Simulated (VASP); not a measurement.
Runs of VASP 6.6.1 on KCl. Symmetry: Fm-3m, No. 225, cubic system. Conventional cell: a = 6.255 Å, b = 6.255 Å, c = 6.255 Å, α = 90.00°, β = 90.00°, γ = 90.00°. K (site symmetry m-3m) is surrounded by 6 Cl at 3.13 Å. Cl (site symmetry m-3m) is surrounded by 6 K at 3.13 Å. 

```csv
level,potentials or basis,k mesh,cutoff (eV),smearing,gap on the mesh (eV),pressure (GPa)
r2SCAN,"VASP PAW PBE potentials, release 64 (K_sv, Cl)",6 × 6 × 6,520,gaussian 0.02 eV,5.90,(a)
PBEsol,"VASP PAW PBE potentials, release 64 (K_sv, Cl)",6 × 6 × 6,520,gaussian 0.5 eV,5.08,-0.1
PBEsol,"VASP PAW PBE potentials, release 64 (K_sv, Cl_h)",6 × 6 × 6,900,gaussian 0.02 eV,5.08,0.0
PBEsol,"VASP PAW PBE potentials, release 64 (K_sv, Cl)",10 × 10 × 10,520,gaussian 0.02 eV,5.08,-0.1
PBEsol,"VASP PAW PBE potentials, release 64 (K_sv, Cl)",6 × 6 × 6,700,gaussian 0.02 eV,5.08,0.0
```

Alike in all rows: task single point; no spin polarisation; cell as given.

Question: Estimate the missing entries.

Answer: (a) 0.3.

Caveats: the PAW data sets were made with another functional, which shifts forces and pressure a little.

A k mesh can miss the band edges.
